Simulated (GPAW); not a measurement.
Input of a GPAW 26.7.0 run:

File run.py:

```python
from ase import Atoms
from ase.calculators.mixing import SumCalculator
from ase.filters import FrechetCellFilter
from ase.io import write
from ase.optimize import BFGS
from dftd4.ase import DFTD4
from gpaw import GPAW, PW, setup_paths

setup_paths.insert(0, '.')

atoms = Atoms(['Pd'],
              cell=[[0.0, 1.9465, 1.9465],
                    [1.9465, 0.0, 1.9465],
                    [1.9465, 1.9465, 0.0]],
              scaled_positions=[[0.0, 0.0, 0.0]],
              pbc=True)

calc = GPAW(mode=PW(600),
            xc='PBEsol',
            kpts={'size': (12, 12, 12), 'gamma': True},
            occupations={'name': 'fermi-dirac', 'width': 0.05},
            nbands=17,
            convergence={'density': 1e-05, 'forces': 0.0001},
            maxiter=150,
            txt='gpaw.txt')
atoms.calc = SumCalculator([calc, DFTD4(method='pbesol')])
opt = BFGS(FrechetCellFilter(atoms), trajectory='relax.traj', logfile='-')
done = opt.run(fmax=0.02, steps=60)
calc.write('gs.gpw')
write('result.traj', atoms)
print('Converged:', done)
print('Cell:', atoms.cell.cellpar().round(4))
print('Volume:', round(atoms.get_volume(), 4))
print(atoms.get_scaled_positions().round(5))
```

Potentials or basis: PAW data sets generated in the run's folder for this functional, pw.

Launch:

```sh
$ gpaw-setup -f PBEsol Pd
$ OMP_NUM_THREADS=1 python run.py
```

Task: Predict the band gap on the k mesh.

Result: None (metal or under the smearing width).

Task: What does it give for the relaxed cell?

Result: a = 2.728 Å, b = 2.728 Å, c = 2.728 Å, α = 60.00°, β = 60.00°, γ = 60.00°.

Task: What does it give for the dispersion energy per atom?

Result: -0.294 eV.

Task: Predict the relaxed volume.

Result: 14.36 Å³/atom.

Step by step:
| step | energy change (eV) | largest force (eV/Å) | pressure (GPa) | volume (Å³) |
| --- | --- | --- | --- | --- |
| 1 | 0.0000 | 0.0000 | -5.38 | 14.75 |
| 2 | -0.0067 | 0.0000 | -1.20 | 14.44 |
| 3 | -0.0071 | 0.0000 | 0.06 | 14.35 |

Caveat: later steps reuse the first step's grids; pairwise dispersion overbinds metals, which lowers pressure and volume.
